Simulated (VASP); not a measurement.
Set up this calculation in VASP 6.6.1, as the native input.

| Item | Value |
| --- | --- |
| Task | band structure |
| Functional | PBE |
| Potentials or basis | VASP PAW PBE potentials, release 64 (Ni, O_s) |
| Cutoff | 400 eV |
| k mesh | 11 × 11 × 11 |
| Occupations | fermi-dirac, width 0.05 eV |
| Spin | collinear spin, ferromagnetic start |
| Starting moments | [1.0, 0.0] μB |
| Further INCAR settings | ALGO = Normal; EDIFF = 1e-06; NBANDS = 19 |

The structure of NiO lies in POSCAR:

```
NiO
1.0
    0.0000000000      2.0859016414      2.0859016414
    2.0859016414      0.0000000000      2.0859016414
    2.0859016414      2.0859016414      0.0000000000
Ni O
1 1
Direct
    0.0000000000      0.0000000000      0.0000000000
    0.5000000000      0.5000000000      0.5000000000
```

The input as run:

INCAR

```
PREC = Accurate
ENCUT = 400
EDIFF = 1E-6
ISMEAR = -1
SIGMA = 0.05
LREAL = False
LASPH = True
NELM = 150
ALGO = Normal
ISIF = 2
LWAVE = False
LCHARG = False
ISPIN = 2
MAGMOM = 1 0
LORBIT = 11
LMAXMIX = 4
GGA = PE
NBANDS = 19
```

KPOINTS

```
regular mesh
0
Gamma
  11 11 11
```

KPOINTS_OPT

```
path GXWKGLUWLK,UX
10
line-mode
reciprocal
 0.0000000000  0.0000000000  0.0000000000  G
 0.5000000000  0.0000000000  0.5000000000  X

 0.5000000000  0.0000000000  0.5000000000  X
 0.5000000000  0.2500000000  0.7500000000  W

 0.5000000000  0.2500000000  0.7500000000  W
 0.3750000000  0.3750000000  0.7500000000  K

 0.3750000000  0.3750000000  0.7500000000  K
 0.0000000000  0.0000000000  0.0000000000  G

 0.0000000000  0.0000000000  0.0000000000  G
 0.5000000000  0.5000000000  0.5000000000  L

 0.5000000000  0.5000000000  0.5000000000  L
 0.6250000000  0.2500000000  0.6250000000  U

 0.6250000000  0.2500000000  0.6250000000  U
 0.5000000000  0.2500000000  0.7500000000  W

 0.5000000000  0.2500000000  0.7500000000  W
 0.5000000000  0.5000000000  0.5000000000  L

 0.5000000000  0.5000000000  0.5000000000  L
 0.3750000000  0.3750000000  0.7500000000  K

 0.6250000000  0.2500000000  0.6250000000  U
 0.5000000000  0.0000000000  0.5000000000  X
```

Potentials or basis: VASP PAW PBE potentials, release 64 (Ni, O_s).

Command:

```console
$ cat potpaw_PBE.64/Ni/POTCAR potpaw_PBE.64/O_s/POTCAR > POTCAR
$ mpirun -np 1 vasp_std > vasp.out
```

Results of the run:

The pressure is 4.8 GPa and the band gap along the path is none (metal or under the smearing width). The net moment is 1.68 μB per cell, the site moments are Ni +1.39; O +0.26 μB and the valence electrons inside the program's atomic spheres are Ni 8.99; O 5.89.

Caveat: a cell with one magnetic atom can't hold antiferromagnetic order, which such compounds often take; semilocal functionals often make such compounds metallic where correlation or magnetic order opens a gap, which also shifts bond lengths.

It took 25 s on 1 thread of Intel(R) Xeon(R) 6975P-C (Granite Rapids), on a shared host, peak memory 0.16 GiB.
